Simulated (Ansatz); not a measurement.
Crystal: Gd.

```xyz
1
Lattice="-2.0250 2.0250 2.0250 2.0250 -2.0250 2.0250 2.0250 2.0250 -2.0250" Properties=species:S:1:pos:R:3 pbc="T T T"
Gd    0.0000    0.0000    0.0000
```

This isn't the form of Gd at room conditions, which is hcp.

Base run:

```yaml
Program: Ansatz 0.2.0
Functional: PBE
Potentials_or_basis: Ansatz PAW
Cutoff: "420 eV (not typed: the program's choice for these potentials)"
k_mesh: 8 × 8 × 8
Occupations: fermi-dirac, width 0.05 eV
Spin: collinear spin, ferromagnetic start
Starting_moments: "[1.8] μB"
Fixed_moment: 1.8 μB
```

Its results: pressure 1.4 GPa; site moments Gd +1.74 μB.

Problem. After a change of settings the same cell gave: pressure 9.9 GPa; site moments Gd +12.51 μB. Which change was it?
A. fixed moment from 1.8 μB to 3.5 μB; moments at the start from [1.8] to [3.5]
B. fixed moment from 1.8 μB to 14 μB; moments at the start from [1.8] to [14.0]
C. fixed moment from 1.8 μB to 10.5 μB; moments at the start from [1.8] to [10.5]
D. fixed moment from 1.8 μB to 5.2 μB; moments at the start from [1.8] to [5.2]

Solution. B.

Caveats: the total moment is fixed, so each spin has its own Fermi level; the thresholds are loose for stress.
